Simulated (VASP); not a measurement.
Here is a VASP 6.6.1 calculation.

POSCAR

```
InP
1.0
    0.0000000000      2.7688340000      2.7688340000
    2.7688340000      0.0000000000      2.7688340000
    2.7688340000      2.7688340000      0.0000000000
In P
1 1
Direct
    0.0000000000      0.0000000000      0.0000000000
    0.5000000000      0.5000000000      0.5000000000
```

The input INCAR.step1:

```
SYSTEM = InP
PREC = Accurate ; ENCUT = 600
EDIFF = 1E-8 ; ISMEAR = 0
SIGMA = 0.05 ; LREAL = .FALSE.
LASPH = .TRUE. ; NELM = 60
ALGO = Normal ; ISIF = 3
LWAVE = .FALSE. ; LCHARG = .FALSE.
METAGGA = R2SCAN ; LMIXTAU = .TRUE.
IBRION = 2 ; NSW = 40
EDIFFG = -0.002
```

File INCAR.step2:

```
SYSTEM = InP
PREC = Accurate ; ENCUT = 600
EDIFF = 1E-8 ; ISMEAR = 0
SIGMA = 0.05 ; LREAL = .FALSE.
LASPH = .TRUE. ; NELM = 60
ALGO = Normal ; ISIF = 3
LWAVE = .FALSE. ; LCHARG = .FALSE.
METAGGA = R2SCAN ; LMIXTAU = .TRUE.
IBRION = 6 ; NFREE = 2
POTIM = 0.015 ; NSW = 1
```

The input KPOINTS:

```
regular mesh
0
G
  6 6 6
  0 0 0
```

Potentials or basis: VASP PAW PBE potentials, release 64 (In_d, P).

Run with:

```console
$ cat potpaw_PBE.64/In_d/POTCAR potpaw_PBE.64/P/POTCAR > POTCAR
$ cp INCAR.step1 INCAR
$ mpirun -np 1 vasp_std > vasp.out
$ cp CONTCAR POSCAR
$ cp INCAR.step2 INCAR
$ mpirun -np 1 vasp_std > vasp.out
```

Predict the elastic constants C11, C12, C44.

154, 50, -11 GPa.

Estimate the Voigt bulk modulus.

85 GPa.

Predict the highest phonon frequency at Γ, LO-TO splitting left out.

175 cm⁻¹.

Estimate the relaxed volume.

20.87 Å³/atom.

Predict the space group after relaxing (to 0.05 Å).

Fm-3m (No. 225).

Clamped-ion elastic tensor (GPa):
```
154  50  50   0   0   0
 50 154  50   0   0   0
 50  50 154   0   0   0
  0   0   0 -11   0   0
  0   0   0   0 -11   0
  0   0   0   0   0 -11
```

Caveat: the elastic tensor has a negative eigenvalue, so either the cell is unstable as it stands or the mesh is too thin; the PAW data sets were made with another functional, which shifts forces and pressure a little.
